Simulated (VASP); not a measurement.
# HC4 in VASP: single point with r2SCAN

Aim: the single point of HC4 with r2SCAN.

All numbers are computed with VASP 6.6.1; they aren't measurements. Logs are shortened: lines on timing, memory, paths and dates and some standing lists are left out, and cuts for length are marked.

## Step 1: Starting point

The cell holds a slab with vacuum, 20 atoms: a = 5.035 Å, b = 2.518 Å, c = 19.733 Å, α = 90.00°, β = 90.00°, γ = 90.00°.

## Step 2: Single point, r2SCAN

File POSCAR:

```
HC4
1.0
    5.0350011261      0.0000000000      0.0000000000
    0.0000000000      2.5175005631      0.0000000000
    0.0000000000      0.0000000000     19.7329018234
C H
16 4
Direct
    0.5000000000      0.5000000000      0.2357689632
    0.0000000000      0.5000000000      0.2357689632
    0.5000000000      0.0000000000      0.2808748918
    0.0000000000      0.0000000000      0.2808748918
    0.7500000000      0.0000000000      0.3259808203
    0.2500000000      0.0000000000      0.3259808203
    0.7500000000      0.5000000000      0.3710867489
    0.2500000000      0.5000000000      0.3710867489
    0.0000000000      0.5000000000      0.4201068857
    0.5000000000      0.5000000000      0.4129474026
    0.0000000000      0.0000000000      0.4680965217
    0.5000000000      0.0000000000      0.4552097770
    0.2684565636      0.0000000000      0.5088687677
    0.7315434364      0.0000000000      0.5088687677
    0.3635160741      0.5000000000      0.5432241188
    0.6364839259      0.5000000000      0.5432241188
    0.6429144453      0.5000000000      0.1982508924
    0.3570855547      0.5000000000      0.1982508924
    0.1423584706      0.5000000000      0.1980631397
   -0.1423584706      0.5000000000      0.1980631397
```

File INCAR.step1:

```
SYSTEM = HC4
PREC     = Accurate       ! precision mode
ENCUT    = 520            ! plane-wave cutoff, eV
ISMEAR   = 0              ! smearing method
SIGMA    = 0.05           ! smearing width, eV
LREAL    = Auto         
LASPH    = .TRUE.         ! aspherical terms in the spheres
NELM     = 100            ! most SCF steps
LDIPOL   = .TRUE.       
IDIPOL   = 3            
DIPOL    = 0.5 0.5 0.354
NBANDS   = 50             ! bands
GGA      = PE             ! functional
ALGO     = Normal         ! electronic algorithm
EDIFF    = 1E-4           ! SCF threshold, eV
LWAVE    = .TRUE.         ! write WAVECAR
LCHARG   = .FALSE.        ! write CHGCAR
```

File INCAR.step2:

```
SYSTEM = HC4
PREC     = Accurate       ! precision mode
ENCUT    = 520            ! plane-wave cutoff, eV
EDIFF    = 1E-6           ! SCF threshold, eV
ISMEAR   = 0              ! smearing method
SIGMA    = 0.05           ! smearing width, eV
LREAL    = Auto         
LASPH    = .TRUE.         ! aspherical terms in the spheres
NELM     = 100            ! most SCF steps
ALGO     = Normal         ! electronic algorithm
ISIF     = 2              ! what is computed and relaxed
LWAVE    = .FALSE.        ! write WAVECAR
LCHARG   = .TRUE.         ! write CHGCAR
LDIPOL   = .TRUE.       
IDIPOL   = 3            
DIPOL    = 0.5 0.5 0.354
METAGGA  = R2SCAN         ! meta-GGA
LMIXTAU  = .TRUE.       
LELF     = .TRUE.         ! ELF
LVHAR    = .TRUE.       
LVACPOTAV= .TRUE.       
NBANDS   = 50             ! bands
ISTART   = 1
```

File KPOINTS:

```
regular mesh
0
G
  5 10 1
  0 0 0
```

Potentials or basis: VASP PAW PBE potentials, release 64 (C, H).

Command:

```bash
> cat potpaw_PBE.64/C/POTCAR potpaw_PBE.64/H/POTCAR > POTCAR
> cp INCAR.step1 INCAR
> mpirun -np 1 vasp_std > vasp.out
> cp INCAR.step2 INCAR
> mpirun -np 1 vasp_std > vasp.out
```

OUTCAR:

```text
SYSTEM = HC4
   PREC = Accurate
   ENCUT = 520
   EDIFF = 1E-6
   ISMEAR = 0
   LREAL = Auto
   LASPH = .TRUE.
   NELM = 100
   ISIF = 2
   METAGGA = R2SCAN
   ISTART = 1

 ion  position               nearest neighbor table
   1  0.500  0.500  0.236-  17 1.03  18 1.03   3 1.54   3 1.54
   2  0.000  0.500  0.236-  19 1.03  20 1.03   4 1.54   4 1.54
   3  0.500  0.000  0.281-   5 1.54   6 1.54   1 1.54   1 1.54
   4  0.000  0.000  0.281-   5 1.54   6 1.54   2 1.54   2 1.54
   5  0.750  0.000  0.326-   3 1.54   4 1.54   7 1.54   7 1.54
   6  0.250  0.000  0.326-   3 1.54   4 1.54   8 1.54   8 1.54
   7  0.750  0.500  0.371-  10 1.51   5 1.54   5 1.54   9 1.59
   8  0.250  0.500  0.371-  10 1.51   6 1.54   6 1.54   9 1.59
   9  0.000  0.500  0.420-  11 1.58  11 1.58   7 1.59   8 1.59
  10  0.500  0.500  0.413-   7 1.51   8 1.51  12 1.51  12 1.51
  11  0.000  0.000  0.468-  13 1.57  14 1.57   9 1.58   9 1.58
  12  0.500  0.000  0.455-  10 1.51  10 1.51  14 1.57  13 1.57
  13  0.268  0.000  0.509-  15 1.51  15 1.51  11 1.57  12 1.57
  14  0.732  0.000  0.509-  16 1.51  16 1.51  11 1.57  12 1.57
  15  0.364  0.500  0.543-  16 1.37  13 1.51  13 1.51
  16  0.636  0.500  0.543-  15 1.37  14 1.51  14 1.51
  17  0.643  0.500  0.198-   1 1.03
  18  0.357  0.500  0.198-   1 1.03
  19  0.142  0.500  0.198-   2 1.03
  20  0.858  0.500  0.198-   2 1.03

  LATTYP: Found a simple orthorhombic cell.
 ALAT       =     2.5175005631
 B/A-ratio  =     2.0000000000
 C/A-ratio  =     7.8382909274

  Lattice vectors:

 A1 = (   0.0000000000,  -2.5175005631,   0.0000000000)
 A2 = (   5.0350011261,   0.0000000000,   0.0000000000)
 A3 = (   0.0000000000,   0.0000000000,  19.7329018234)

Analysis of symmetry for initial positions (statically):
=====================================================================
 Subroutine PRICEL returns:
 Original cell was already a primitive cell.

 Routine SETGRP: Setting up the symmetry group for a
 simple orthorhombic supercell.

 Subroutine GETGRP returns: Found  4 space group operations
 (whereof  4 operations were pure point group operations)
 out of a pool of  8 trial point group operations.

The static configuration has the point symmetry C_2v.

Analysis of symmetry for dynamics (positions and initial velocities):
=====================================================================
 Subroutine PRICEL returns:
 Original cell was already a primitive cell.

 Routine SETGRP: Setting up the symmetry group for a
 simple orthorhombic supercell.

 Subroutine GETGRP returns: Found  4 space group operations
 (whereof  4 operations were pure point group operations)
 out of a pool of  8 trial point group operations.

The dynamic configuration has the point symmetry C_2v.

 Subroutine INISYM returns: Found  4 space group operations
 (whereof  4 operations are pure point group operations),
 and found     1 'primitive' translations

----------------------------------------------------------------------------------------

                                     Primitive cell

  volume of cell :     250.1267

  direct lattice vectors                    reciprocal lattice vectors
     5.035001126  0.000000000  0.000000000     0.198609687  0.000000000  0.000000000
     0.000000000  2.517500563  0.000000000     0.000000000  0.397219375  0.000000000
     0.000000000  0.000000000 19.732901823     0.000000000  0.000000000  0.050676784

  length of vectors
     5.035001126  2.517500563 19.732901823     0.198609687  0.397219375  0.050676784

  position of ions in fractional coordinates (direct lattice)
     0.500000000  0.500000000  0.235768963
     0.000000000  0.500000000  0.235768963
     0.500000000  0.000000000  0.280874892
     0.000000000  0.000000000  0.280874892
     0.750000000  0.000000000  0.325980820
     0.250000000  0.000000000  0.325980820
[... 12 lines left out ...]
     0.142358471  0.500000000  0.198063140
     0.857641529  0.500000000  0.198063140

  ion indices of the primitive-cell ions
   primitive index   ion index
                 1           1
                 2           2
                 3           3
                 4           4
                 5           5
                 6           6
[... 12 lines left out ...]
                19          19
                20          20

----------------------------------------------------------------------------------------

 KPOINTS: regular mesh

Automatic generation of k-mesh.
 Grid dimensions read from file:
 generate k-points for:    5   10    1

 Generating k-lattice:

  Cartesian coordinates                     Fractional coordinates (reciprocal lattice)
     0.039721937  0.000000000  0.000000000     0.200000000  0.000000000  0.000000000
     0.000000000  0.039721937  0.000000000     0.000000000  0.100000000  0.000000000
     0.000000000  0.000000000  0.050676784     0.000000000  0.000000000  1.000000000

  Length of vectors
     0.039721937  0.039721937  0.050676784

  Shift w.r.t. Gamma in fractional coordinates (k-lattice)
     0.000000000  0.000000000  0.000000000

 Subroutine IBZKPT returns following result:
 ===========================================

 Found     18 irreducible k-points:

 Following reciprocal coordinates:
            Coordinates               Weight
  0.000000  0.000000  0.000000      1.000000
  0.200000  0.000000  0.000000      2.000000
  0.400000  0.000000  0.000000      2.000000
  0.000000  0.100000  0.000000      2.000000
  0.200000  0.100000  0.000000      4.000000
  0.400000  0.100000  0.000000      4.000000
[... 10 lines left out ...]
  0.200000  0.500000  0.000000      2.000000
  0.400000  0.500000  0.000000      2.000000
   k-points           NKPTS =     18   k-points in BZ     NKDIM =     18   number of bands    NBANDS=     50
   number of dos      NEDOS =    301   number of ions     NIONS =     20
   total plane-waves  NPLWV = 120000
   dimension x,y,z NGX =    40 NGY =   20 NGZ =  150
   dimension x,y,z NGXF=    80 NGYF=   40 NGZF=  300
   ions per type =              16   4
   NGX,Y,Z   is equivalent  to a cutoff of  13.21, 13.21, 12.64 a.u.
   NGXF,Y,Z  is equivalent  to a cutoff of  26.41, 26.41, 25.27 a.u.
 SYSTEM =  HC4
   PREC   = accura    normal or accurate (medium, high low for compatibility)
   ISTART =      1    job   : 0-new  1-cont  2-samecut
   ICHARG =      0    charge: 1-file 2-atom 10-const
   ISPIN  =      1    spin polarized calculation?
   LNONCOLLINEAR =      F non collinear calculations
   LSORBIT =      F    spin-orbit coupling
   LASPH  =      T    aspherical Exc in radial PAW
   ENCUT  =  520.0 eV  38.22 Ry    6.18 a.u.   9.36  4.68 36.69*2*pi/ulx,y,z
   NELM   =    100;   NELMIN=  2; NELMDL=  0     # of ELM steps
   EDIFF  = 0.1E-05   stopping-criterion for ELM
   LREAL  =      T    real-space projection
   EDIFFG = 0.1E-04   stopping-criterion for IOM
   NSW    =      0    number of steps for IOM
   IBRION =     -1    ionic relax: 0-MD 1-quasi-New 2-CG
   NFREE  =      0    steps in history (QN), initial steepest desc. (CG)
   ISIF   =      2    stress and relaxation
   ISYM   =      2    0-nonsym 1-usesym 2-fastsym
   POTIM  = 0.5000    time-step for ionic-motion
   TEBEG  =    0.0;   TEEND  =   0.0 temperature during run
   PSTRESS=    0.0 pullay stress
   NELECT =      68.0000    total number of electrons
   NUPDOWN=      -1.0000    fix difference up-down
   EMIN   =  10.00;   EMAX   =-10.00  energy-range for DOS
   EFERMI =   0.00;   METHOD = LEGACY
   ISMEAR =     0;   SIGMA  =   0.05  broadening in eV -4-tet -1-fermi 0-gaus
   EFERMI_NEDOS =   21; number of points for ismear=-14 and -15
   IALGO  =     38    algorithm
   IMIX   =      4    mixing-type and parameters
     AMIX     =   0.40;   BMIX     =  1.00
     AMIX_MAG =   1.60;   BMIX_MAG =  1.00
  volume/ion in A,a.u.               =      12.51        84.40
  Fermi-wavevector in a.u.,A,eV,Ry     =   1.060534  2.004118 15.302901  1.124732
  Thomas-Fermi vector in A             =   2.195918
   LORBIT       =      0    0 simple, 1 ext, 2 COOP (PROOUT), +10 PAW based schemes
   METAGGA = R2SCAN    functional components
   LHFCALC =     F    Hartree Fock is set to
   AEXX    =    0.0000 exact exchange contribution
   IVDW    =     0    specifies the selected vdW correction
   LEPSILON=     F    determine dielectric tensor
   LRPA    =     F    only Hartree local field effects (RPA)
 non-spin polarized calculation
 Gauss-broadening in eV      SIGMA  =   0.05
  energy-cutoff  :      520.00
  volume of cell :      250.13
 maximum number of plane-waves:      6791
 NGX is ok and might be reduce to    40
   NGX = 19   NGY =  9   NGZ = 73

 number of electron      68.0000009 magnetization

 dipolmoment           0.000000      0.000000      0.268392 electrons x Angstroem

 Free energy of the ion-electron system (eV)
  ---------------------------------------------------
  ext. energy  EPLUGINS =         0.00000000
  ---------------------------------------------------
  free energy    TOTEN  =      -163.68707621 eV

  energy without entropy =     -163.68707621  energy(sigma->0) =     -163.68707621

 E-fermi :   1.5855     XC(G=0):  -6.3065

 val. band max:        1.3329281078   @ k =   0.4000   0.1000   0.0000
 cond. band min:       2.8446221485   @ k =   0.4000   0.5000   0.0000
 fundamental gap:      1.5116940407
 Fermi energy:         1.5854923201

 k-point     1 :       0.0000    0.0000    0.0000
  band No.  band energies     occupation
      1     -21.1835      2.00000
      2     -20.0002      2.00000
      3     -18.0304      2.00000
      4     -16.4297      2.00000
      5     -16.3970      2.00000
      6     -15.7575      2.00000
[... 38 lines left out ...]
     45       8.0955      0.00000
     46       8.1395      0.00000

 k-point     2 :       0.2000    0.0000    0.0000
  band No.  band energies     occupation
      1     -21.0177      2.00000
      2     -19.8629      2.00000
      3     -18.0025      2.00000
      4     -17.8556      2.00000
      5     -16.5777      2.00000
      6     -15.4437      2.00000
[... 776 lines left out ...]
 k-point    18 :       0.4000    0.5000    0.0000
  band No.  band energies     occupation
      1     -16.0140      2.00000
      2     -15.9746      2.00000
      3     -15.3388      2.00000
      4     -14.8350      2.00000
      5     -14.6676      2.00000
      6     -14.4050      2.00000
[... 38 lines left out ...]
     45       9.6897      0.00000
     46       9.8014      0.00000
 [bands above 46 left out]

------------------------ aborting loop because EDIFF is reached ----------------------------------------

  FORCE on cell =-STRESS in cart. coord.  units (eV):
  Direction    XX          YY          ZZ          XY          YZ          ZX
  --------------------------------------------------------------------------------------
  -------------------------------------------------------------------------------------
  Total       27.6948303      6.0382121     -2.9074034      0.0000000      0.0000000      0.0000000
  in kB      177.3981911     38.6775398    -18.6232629      0.0000000      0.0000000      0.0000000
  external PRESSURE =      65.8174893 kB  Pullay stress =       0.0000000 kB

 VOLUME and BASIS-vectors are now :
 -----------------------------------------------------------------------------
  energy-cutoff  :      520.00
  volume of cell :      250.13
      direct lattice vectors                 reciprocal lattice vectors
     5.035001126  0.000000000  0.000000000     0.198609687  0.000000000  0.000000000
     0.000000000  2.517500563  0.000000000     0.000000000  0.397219375  0.000000000
     0.000000000  0.000000000 19.732901823     0.000000000  0.000000000  0.050676784

 POSITION                                       TOTAL-FORCE (eV/Angst)
 -----------------------------------------------------------------------------------
      2.51750      1.25875      4.65241         0.000000     -0.000000      1.905417
      0.00000      1.25875      4.65241         0.000000     -0.000000      1.801865
      2.51750      0.00000      5.54248         0.000000     -0.000000     -1.601409
      0.00000      0.00000      5.54248         0.000000     -0.000000     -1.744550
      3.77625      0.00000      6.43255         0.666381     -0.000000     -0.055567
      1.25875      0.00000      6.43255        -0.666381      0.000000     -0.055567
[... 12 lines left out ...]
      0.71678      1.25875      3.90836         0.056925     -0.000000     -0.056638
      4.31823      1.25875      3.90836        -0.056925     -0.000000     -0.056638
 -----------------------------------------------------------------------------------
    total drift:                               -0.000000      0.000000      0.000323

  FREE ENERGIE OF THE ION-ELECTRON SYSTEM (eV)
  ---------------------------------------------------
  free  energy   TOTEN  =      -163.6870762076 eV

  energy  without entropy=     -163.6870762076  energy(sigma->0) =     -163.68707621

 vacuum level on the upper side and lower side of the slab         7.199         3.368
```

Wall time 29 min (1 thread of AMD EPYC 7R43 (Zen 3), shared host); peak memory 0.38 GiB.

What came out:

```
Free energy                            : -163.6871 eV
Largest force                          : 1.905 eV/Å
Band gap on the k mesh                 : 1.51 eV, indirect (least direct gap 1.87 eV)
Ionisation potential of the upper face : 5.87 eV
```

Forces on the atoms (eV/Å):
```
C    0.000  0.000  1.905
C    0.000  0.000  1.802
C    0.000  0.000 -1.601
C    0.000  0.000 -1.745
C    0.666  0.000 -0.056
C   -0.666  0.000 -0.056
C    0.706  0.000 -0.072
C   -0.706  0.000 -0.072
C    0.000  0.000 -0.021
C    0.000  0.000  0.009
C    0.000  0.000  0.030
C    0.000  0.000 -0.021
C   -0.058  0.000  0.000
C    0.058  0.000  0.000
C   -0.076  0.000  0.056
C    0.076  0.000  0.056
H    0.057  0.000 -0.051
H   -0.057  0.000 -0.051
H    0.057  0.000 -0.057
H   -0.057  0.000 -0.057
```

Caveat: the PAW data sets were made with another functional, which shifts forces and pressure a little.
